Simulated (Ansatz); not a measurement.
## Al: a vibration from a frozen displacement

Theory: Ansatz, DFT PBE+D3(BJ), scalar-relativistic, plane waves, PAW. The runs took a 420 eV cutoff, a Γ-centred 14×14×14 mesh and Gaussian smearing (0.15 eV). No spin polarisation. Energies are free energies at this smearing, counted from the undisturbed cell; pressure is positive in compression.

Zero of the scan (relaxed at this level):

```
CELL_PARAMETERS angstrom
-3.98273 3.98273 0.00000
-3.98273 0.00000 3.98273
0.00000 3.98273 3.98273
ATOMIC_POSITIONS crystal
Al 0.00000 0.00000 0.00000
Al 0.50000 0.00000 0.00000
Al 0.00000 0.50000 0.00000
Al 0.00000 0.00000 0.50000
Al 0.50000 0.50000 0.00000
Al 0.50000 0.00000 0.50000
Al 0.00000 0.50000 0.50000
Al 0.50000 0.50000 0.50000
```

Atom 1 (Al) is moved by x along the Cartesian unit vector (1.000, 0.000, 0.000); the cell and all other atoms stay fixed. The cell's volume is 126.35 Å³; the moved atoms weigh 26.982 u together and the others 188.871 u. Some rows repeat others by symmetry and weren't run.

| x (Å) | ΔE (meV/cell) | total force on the moved atoms along the move (eV/Å) | pressure (GPa) |
| --- | --- | --- | --- |
| -0.4500 | 567.12 | 2.6359 | 2.2197 |
| -0.3750 | 388.11 | 2.1418 | 1.5411 |
| -0.3000 | 245.19 | 1.6736 | 0.9842 |
| -0.2250 | 136.45 | 1.2301 | 0.5503 |
| -0.1500 | 60.16 | 0.8074 | 0.2400 |
| -0.0750 | 14.97 | 0.3997 | 0.0537 |
| 0.0000 | 0.00 | 0.0000 | -0.0084 |
| 0.0750 | 14.97 | -0.3997 | 0.0537 |
| 0.1500 | 60.16 | -0.8074 | 0.2400 |
| 0.2250 | 136.45 | -1.2301 | 0.5503 |
| 0.3000 | 245.19 | -1.6736 | 0.9842 |
| 0.3750 | 388.11 | -2.1418 | 1.5411 |
| 0.4500 | 567.12 | -2.6359 | 2.2197 |

What frequency belongs to this motion?

The force constant is k = −dF/dx = 5.329 eV/Å², from the parabola through x = -0.0750, 0 and 0.0750. In every cell the moved atoms swing against the rest, so the mass is μ = m₁m₂/(m₁ + m₂) = 23.609 u, and ν̃ = 521.5 cm⁻¹ × √(|k|/μ) = 248 cm⁻¹. The pattern needn't be a normal mode: ν̃² is then a weighted mean of the squared nonzero frequencies at the zone centre of this cell, so it lies between the lowest and the highest of them.

How far does the harmonic law reach?

At x = -0.450 Å, kx²/2 = 539.60 meV against the computed 567.12 meV (+5.1 %): the well is still close to harmonic there.

The pressure changes with x². What does that say about the frequency under compression?

With E = k(V)x²/2, k ∝ V^(−2γ) and x scaling with the cell as V^(1/3), P − P0 = −∂E/∂V = (2γ − 2/3) ΔE/V. At x = 0.1500 Å, V(P − P0) = 126.35 × 0.24843 / 160.2 eV = 195.91 meV and ΔE = 60.16 meV, so γ = 1/3 + V(P − P0)/(2ΔE) = 1.96. This is the Grüneisen parameter of the motion under uniform scaling of the cell: shrinking the cell evenly by 1 % in volume raises the frequency by about 1.96 %.

In a metal these slopes depend on the k mesh and the smearing.

The aluminium atom sits in a well that stiffens steadily with displacement, as expected when it is pushed against the repulsive cores of a close-packed cage. Inversion symmetry at the site removes the cubic term along this path, but not cubic anharmonicity from the crystal: the pressure rising with x² reflects just that coupling between vibration and volume. The resulting Grüneisen parameter of 1.96 is of the size familiar for aluminium. Because the site is cubic, the harmonic force constant is the same in every direction, whereas the stiffening at large amplitude need not be.

The relaxed lattice constant, 3.98273 Å, is clearly shorter than the known value. The likely cause is the pairwise dispersion correction, which tends to overbind a metal whose conduction electrons screen such attraction. With a positive Grüneisen parameter, this contraction probably makes 248 cm⁻¹ somewhat too high. A single averaged frequency cannot separate the soft transverse from the stiff longitudinal branches, so it doesn't establish how each responds to compression.
